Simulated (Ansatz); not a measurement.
# Cd: changing the functional

```cif
data_structure
_symmetry_space_group_name_H-M 'P 1'
_symmetry_Int_Tables_number 1
_cell_length_a 2.9789
_cell_length_b 2.9789
_cell_length_c 5.6177
_cell_angle_alpha 90.000
_cell_angle_beta 90.000
_cell_angle_gamma 120.000
_cell_volume 43.17
loop_
_atom_site_label
_atom_site_type_symbol
_atom_site_fract_x
_atom_site_fract_y
_atom_site_fract_z
_atom_site_occupancy
Cd1 Cd 0.66667 0.33333 0.75000 1
Cd2 Cd 0.33333 0.66667 0.25000 1
```

Kept alike: task band structure; k mesh 10 × 10 × 5; occupations fermi-dirac, width 0.05 eV; no spin polarisation. Program: Ansatz, all-electron LAPW, scalar-relativistic. The mesh is that of the run's cell of 2 atoms. No spin-orbit coupling.

| run | pressure (GPa) |
| --- | --- |
| A | 2.87 |
| B | -4.44 |
| C | -1.58 |

Pressure is positive in compression. For a metal such a mesh leaves the last digits unconverged.

Question: The runs differ in the functional alone: LDA; PBE; PBEsol. Which run is which?

Answer: Run A is PBE; run B is LDA; run C is PBEsol. The pressure runs from -4.44 (LDA) to 2.87 GPa (PBE). From PBE: LDA -7.31; PBEsol -4.45. A positive pressure means that the functional's own cell is larger than the one given, a negative one that it is smaller.
